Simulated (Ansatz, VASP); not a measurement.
## Cross-check of Cu20B (B/Cu(110)) between VASP and Ansatz

One calculation is typed for both programs; each brings its own data sets. How far apart do they land? Of the first pair: The structure shown is the start of the Ansatz relaxation below; VASP solves that cell, so the two are compared at the walk's first step.

Method: plane waves, with VASP 6.6.1 beside it; single point at PBE, in Ansatz 0.2.0.

## (1) Set-up

The cell holds 21 atoms: 20 Cu and 1 B. Its edges and angles: a = 7.220 Å, b = 5.105 Å, c = 23.550 Å, α = 90.0°, β = 90.0°, γ = 90.0°. Vacuum lies along c.

## (2) Ansatz: relaxation, PBE

Ansatz runs on its default PAW (the set named soft_2) files.

The two programs are compared at the cell with which this relaxation starts, whose forces are those of its first step.

input.yaml

```yaml
crystal:
  lattice:
    - [7.22, 0.0, 0.0]
    - [0.0, 5.1053109602, 0.0]
    - [0.0, 0.0, 23.5502359614]
  atoms:
    - { symbol: Cu, position: [0.0, 0.0, 0.382161776] }
    - { symbol: Cu, position: [0.25, 0.25, 0.43635774] }
    - { symbol: Cu, position: [0.0, 0.0, 0.4904084188] }
    - { symbol: Cu, position: [0.25, 0.25, 0.547183149] }
    - { symbol: Cu, position: [0.0, 0.0, 0.5966070142] }
    - { symbol: Cu, position: [0.0, 0.5, 0.382161776] }
    - { symbol: Cu, position: [0.25, 0.75, 0.43635774] }
    - { symbol: Cu, position: [0.0, 0.5, 0.4904084188] }
    - { symbol: Cu, position: [0.25, 0.75, 0.547183149] }
    - { symbol: Cu, position: [0.0, 0.5, 0.5966070142] }
    - { symbol: Cu, position: [0.5, 0.0, 0.382161776] }
    - { symbol: Cu, position: [0.75, 0.25, 0.43635774] }
    - { symbol: Cu, position: [0.5, 0.0, 0.4904084188] }
    - { symbol: Cu, position: [0.75, 0.25, 0.547183149] }
    - { symbol: Cu, position: [0.5, 0.0, 0.5966070142] }
    - { symbol: Cu, position: [0.5, 0.5, 0.382161776] }
    - { symbol: Cu, position: [0.75, 0.75, 0.43635774] }
    - { symbol: Cu, position: [0.5, 0.5, 0.4904084188] }
    - { symbol: Cu, position: [0.75, 0.75, 0.547183149] }
    - { symbol: Cu, position: [0.5, 0.5, 0.5966070142] }
    - { symbol: B, position: [0.25, 0.25, 0.617838224] }
kpoints:
  mp_grid: { grid: [4, 6, 1] }
hamiltonian:
  xc: pbe
scf:
  occupations: { method: fermi_dirac, width: 0.1 }
  convergence: { dr2_threshold: 1.0e-08 }
efield:
  axis: 3
  dipole_correction: true
  ramp_position: 0.97
  ramp_width: 0.06
relax:
  f_tol: 0.02
  max_steps: 60
  constraints: [{ sites: [0, 1, 5, 6, 10, 11, 15, 16] }]
output:
  bader: true
  dos: { projected: true, e_range: [-8, 4] }
  write_potential: true
  write_density: true
  volumetric_format: npy
  elf: true
```

Launch:

```
> ansatz run input.yaml --threads 4 --pin off --max-ram 12288MiB --backend cpu --events-out ev --progress --plain --runs-dir out
```

Numbers of over 12 decimals in the logs are rounded to 6 here.

Output:

```text
Engine: ansatz 0.2.0, aarch64-unknown-linux-gnu
Pseudopotentials: kind: paw
Pseudopotential: Cu, paw, valence charge 19, recommended cutoff 420 eV (normal), Cu.paw.azcp
Pseudopotential: B, paw, valence charge 3, recommended cutoff 420 eV (normal), B.paw.azcp
Functional definition: PBE
  parameter kappa = 0.804
  parameter beta = 0.066725
  exchange = pbe_x(kappa = kappa, mu = beta*pi^2/3)
  correlation = pbe_c(beta = beta)
Crystal: 21 atoms, lattice volume = 868.070 Å³
Basis set: ecut = 420 eV, 16991 PW (Γ), exchange–correlation on 100×72×320 points (8 copies of the dense FFT grid, shifted against one another)
Bands: 230, of which v1, the nominal top of the filled ones, is band 192 counted from 1 (191 counted from 0)
Symmetry: 4 space group operations
Space group: Pmm2 (ITA 25), of the structure as read, at distance tolerance 9.5e-5 Å
k-points: 12 of 24
Non-local potential: Cu, projectors of the file, l = 0: 3, l = 1: 2, l = 2: 3, l = 3: 1
Non-local potential: B, projectors of the file, l = 0: 2, l = 1: 2, l = 2: 1
PAW form: soft (Blöchl's): semilocal exchange-correlation on the pseudo side does not see the compensation charge
PAW one-centre angular grid: Cu, 590 points (default); XC on 64 Gauss nodes
PAW one-centre angular grid: B, 110 points (default); XC on 64 Gauss nodes
Initial density: superposition of atomic densities (neutral atoms: chi_scale 0, normalization atom), corrected by the library's trained network
Initial wavefunctions: pseudopotential atomic-orbital guess
Functional: x = pbe(κ = 0.804, μ = 0.219515), c = pbe(β = 0.066725)
SCF iter   1: F=—  HF=-132650.084159 eV  |F-HF|=—  |Δ(HF+E_count)|=         —  Δρ=2.49e-3  dr2=2.62e-1  ethr=1.77e-3  p=-0.121 e·Å  D=-2.53e-2 V/Å  ΔV_dip=0.60 eV  dr2_dipole=1.96e-2  V_vac-E_F(+/−)=4.87/4.27 eV  ⟨swp⟩=9.7  Hψ=12491  notcnv=0  defer=157
efield: sawtooth ramp at fractional position 0.9700 (set: `efield.ramp_position`, or a place that a band, a saddle search or an elastic batch's reference lends), width 0.0600; the density the first Hamiltonian is built on has a dipole p = -0.121 e·Å; the dipole correction subtracts the counter field D = -2.53e-2 V/Å, which shifts the + side's vacuum level by +0.60 eV against the − side's; the planar-averaged density in the ramp window peaks in size at 7.2e-6 e/Å³
preconditioner: auto → LDOS  [metal: Δε(μ)=0.018 eV  Ē_g=7.652 eV  σ=0.100 eV  W_gap=0.04  n_scr=186 (ndim 8)  ℏωp=18.8 eV  f_vac=0.662  D(μ)=8.30/eV (n_scr^D=28)  β→1.0]
SCF iter   2: F=—  HF=-132650.115105 eV  |F-HF|=—  |Δ(HF+E_count)|=   3.09e-2  Δρ=3.46e-3  dr2=8.75e-2  ethr=6.84e-5  p=-0.085 e·Å  D=-1.78e-2 V/Å  ΔV_dip=0.42 eV  dr2_dipole=3.76e-4  V_vac-E_F(+/−)=4.82/4.41 eV  ⟨swp⟩=2.1  Hψ=4693  notcnv=0  defer=282
SCF iter   3: F=—  HF=-132650.101245 eV  |F-HF|=—  |Δ(HF+E_count)|=   1.39e-2  Δρ=1.20e-3  dr2=7.39e-3  ethr=2.28e-5  p=-0.088 e·Å  D=-1.83e-2 V/Å  ΔV_dip=0.43 eV  dr2_dipole=6.58e-5  V_vac-E_F(+/−)=4.83/4.40 eV  ⟨swp⟩=2.1  Hψ=3896  notcnv=0  defer=282
SCF iter   4: F=—  HF=-132650.101251 eV  |F-HF|=—  |Δ(HF+E_count)|=   6.02e-6  Δρ=7.46e-4  dr2=4.36e-3  ethr=1.93e-6  p=-0.086 e·Å  D=-1.79e-2 V/Å  ΔV_dip=0.42 eV  dr2_dipole=9.00e-5  V_vac-E_F(+/−)=4.81/4.39 eV  ⟨swp⟩=3.0  Hψ=5575  notcnv=0  defer=282
SCF iter   5: F=—  HF=-132650.101246 eV  |F-HF|=—  |Δ(HF+E_count)|=   5.18e-6  Δρ=4.11e-4  dr2=1.18e-3  ethr=1.14e-6  p=-0.083 e·Å  D=-1.73e-2 V/Å  ΔV_dip=0.41 eV  dr2_dipole=4.61e-5  V_vac-E_F(+/−)=4.81/4.41 eV  ⟨swp⟩=2.0  Hψ=3730  notcnv=0  defer=282
SCF iter   6: F=—  HF=-132650.101192 eV  |F-HF|=—  |Δ(HF+E_count)|=   5.43e-5  Δρ=6.78e-5  dr2=7.98e-5  ethr=3.09e-7  p=-0.082 e·Å  D=-1.70e-2 V/Å  ΔV_dip=0.40 eV  dr2_dipole=3.95e-6  V_vac-E_F(+/−)=4.81/4.41 eV  ⟨swp⟩=2.0  Hψ=4144  notcnv=0  defer=282
SCF iter   7: F=—  HF=-132650.101218 eV  |F-HF|=—  |Δ(HF+E_count)|=   2.61e-5  Δρ=4.57e-5  dr2=1.80e-5  ethr=2.08e-8  p=-0.081 e·Å  D=-1.68e-2 V/Å  ΔV_dip=0.40 eV  dr2_dipole=4.92e-7  V_vac-E_F(+/−)=4.81/4.42 eV  ⟨swp⟩=2.0  Hψ=3843  notcnv=0  defer=282
SCF iter   8: F=—  HF=-132650.100877 eV  |F-HF|=—  |Δ(HF+E_count)|=   3.41e-4  Δρ=4.59e-5  dr2=1.34e-5  ethr=4.69e-9  p=-0.080 e·Å  D=-1.67e-2 V/Å  ΔV_dip=0.39 eV  dr2_dipole=1.62e-8  V_vac-E_F(+/−)=4.81/4.42 eV  ⟨swp⟩=2.0  Hψ=4238  notcnv=0  defer=268
SCF iter   9: F=—  HF=-132650.100876 eV  |F-HF|=—  |Δ(HF+E_count)|=   6.26e-7  Δρ=9.68e-6  dr2=7.42e-7  ethr=3.51e-9  p=-0.080 e·Å  D=-1.67e-2 V/Å  ΔV_dip=0.39 eV  dr2_dipole=1.28e-8  V_vac-E_F(+/−)=4.81/4.42 eV  ⟨swp⟩=2.0  Hψ=3763  notcnv=0  defer=268
SCF iter  10: F=—  HF=-132650.100877 eV  |F-HF|=—  |Δ(HF+E_count)|=   1.07e-6  Δρ=5.79e-6  dr2=2.16e-7  ethr=1.94e-10  p=-0.080 e·Å  D=-1.66e-2 V/Å  ΔV_dip=0.39 eV  dr2_dipole=3.81e-10  V_vac-E_F(+/−)=4.81/4.42 eV  ⟨swp⟩=2.8  Hψ=5076  notcnv=0  defer=264
[...]
k-point 2: bands = [... 188 lower, 0.3947, 0.5707, 0.7529, 0.9674, 1.4942, 1.5042, 2.1026, 2.1839, ... 34 higher]
  k-point 11: bands = [... 188 lower, 0.6012, 1.0351, 1.0546, 1.5325, 2.0628, 2.4512, 2.5906, 2.7292, ... 34 higher]
--- Relaxed structure (6 steps of the walk, 6 accepted, 0 SCFs on fresh bases) ---
  F+E_penalty+E_count = -132651.07213228 eV   max|allowed force component| = 1.558e-2 eV/Å
  atoms:
    - { symbol: Cu, position: [0.0, 0.0, 0.382162] }
    - { symbol: Cu, position: [0.25, 0.25, 0.436358] }
    - { symbol: Cu, position: [-0.012012, -0.00179858, 0.492978] }
    - { symbol: Cu, position: [0.25, 0.25, 0.537602] }
    - { symbol: Cu, position: [0.028654, 0.00465351, 0.602880] }
    - { symbol: Cu, position: [0.0, 0.5, 0.382162] }
    - { symbol: Cu, position: [0.25, 0.750000, 0.436358] }
    - { symbol: Cu, position: [-0.012012, 0.501799, 0.492978] }
    - { symbol: Cu, position: [0.25, 0.750000, 0.542368] }
    - { symbol: Cu, position: [0.028654, 0.495346, 0.602880] }
    - { symbol: Cu, position: [0.5, 0.0, 0.382162] }
    - { symbol: Cu, position: [0.750000, 0.25, 0.436358] }
    - { symbol: Cu, position: [0.512012, -0.00179858, 0.492978] }
    - { symbol: Cu, position: [0.750000, 0.25, 0.555192] }
    - { symbol: Cu, position: [0.471346, 0.00465351, 0.602880] }
    - { symbol: Cu, position: [0.5, 0.5, 0.382162] }
    - { symbol: Cu, position: [0.750000, 0.750000, 0.436358] }
    - { symbol: Cu, position: [0.512012, 0.501799, 0.492978] }
    - { symbol: Cu, position: [0.750000, 0.750000, 0.557298] }
    - { symbol: Cu, position: [0.471346, 0.495346, 0.602880] }
    - { symbol: B, position: [0.25, 0.25, 0.622738] }
--- Bader charges: 21 sites ---
  site symbol  charge [e]  shift [e]
     0     Cu     -0.0003     0.0002
     1     Cu     -0.0137     0.0001
     2     Cu      0.0280     0.0002
     3     Cu      0.0108     0.0028
     4     Cu      0.0673     0.0015
     5     Cu     -0.0003     0.0002
     6     Cu     -0.0098     0.0002
     7     Cu      0.0280     0.0002
     8     Cu      0.0153     0.0003
     9     Cu      0.0673     0.0015
    10     Cu     -0.0003     0.0002
    11     Cu     -0.0215     0.0002
    12     Cu      0.0280     0.0002
    13     Cu     -0.0135     0.0001
    14     Cu      0.0673     0.0015
    15     Cu     -0.0003     0.0002
    16     Cu     -0.0199     0.0002
    17     Cu      0.0280     0.0002
    18     Cu     -0.0715     0.0002
    19     Cu      0.0673     0.0015
    20      B     -0.2560     0.0093
  estimated error of the sums over rays = 3.2e-4 e
```

(Part 1 of 3 ends here.)

[Lines on the potential files, build, host, timing and source positions are cut from VASP's logs without a mark.]

[Logs are printed without paths, hosts, clocks, repeated set-up lines and the standing remarks that a program may print on its own settings, such as how far it seeks lower states.]

[Hosts, paths, dates, database ids (printed as entryN), source tags and the programs' standing remarks are cut or masked in the printed files.]
